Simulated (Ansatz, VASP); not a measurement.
## Ge: VASP beside Ansatz

POSCAR

```
Ge
1.0
    3.0614416627      0.0000000000      0.0000000000
   -1.5307208313      2.6512862521      0.0000000000
    0.0000000000      0.0000000000      2.8605345535
Ge
1
Direct
    0.0000000000      0.0000000000      0.0000000000
```

File INCAR.step1:

```
ALGO = Normal
EDIFF = 1E-4
ENCUT = 600
GGA = PE
ISMEAR = 0
LASPH = True
LCHARG = False
LREAL = False
LWAVE = True
NELM = 100
PREC = Accurate
SIGMA = 0.1
```

Contents of INCAR.step2:

```
ALGO = Normal
EDIFF = 1E-7
EDIFFG = -0.04
ENCUT = 600
IBRION = 2
ISIF = 3
ISMEAR = 0
ISTART = 1
LASPH = True
LCHARG = False
LMIXTAU = True
LREAL = False
LWAVE = False
METAGGA = R2SCAN
NELM = 100
NSW = 90
PREC = Accurate
SIGMA = 0.1
```

KPOINTS

```
k-points
0
Gamma
  6 6 6
```

Input for Ansatz:

```yaml
crystal:
  lattice:
    - [3.0614416627, 0.0, 0.0]
    - [-1.5307208313, 2.6512862521, 0.0]
    - [0.0, 0.0, 2.8605345535]
  atoms:
    - { symbol: Ge, position: [0.0, 0.0, 0.0] }
basis:
  ecutwfc: 500
kpoints:
  mp_grid: { grid: [6, 6, 6] }
hamiltonian:
  xc: r2scan
scf:
  occupations: { method: gaussian, width: 0.1 }
  lower_state_search: "off"
output:
  forces: true
  stress: true
  eigenvalues: true
relax:
  adjacent_minimum: "off"
  f_tol: 0.04
  max_steps: 70
  cell: { stress_tol: 0.4 }
```

Alike in both runs: task relaxation of cell and atoms; functional r2SCAN; k mesh 6 × 6 × 6; occupations gaussian, width 0.1 eV; no spin polarisation.

```csv
,VASP,Ansatz
version,VASP 6.6.1,Ansatz 0.2.0
potentials or method,"VASP PAW PBE potentials, release 64 (Ge_d)","scalar-relativistic, plane waves, PAW"
plane-wave cutoff (eV),600,500
valence electrons in the cell,14,14
```

```csv
,VASP,Ansatz,Ansatz less VASP
"gap on the k mesh at the Fermi level, each at its own relaxed structure (eV)",none,none,-
relaxed volume (Å³/atom),19.03,19.08,+0.050
relaxed cell length with the largest relative difference (Å),2.818,2.821,+0.0027
energy change over the relaxation (meV/atom),-183,-180,+3.3
```

A gap of «none» marks a metal or a gap that the smearing closes.

Caveats: the k mesh is coarse (spacing up to 0.39 Å⁻¹), so the values aren't converged; the volume moved by over 15 % at a fixed basis, so the end points are rough; the PAW data sets were made with another functional, which shifts forces and pressure a little (VASP).
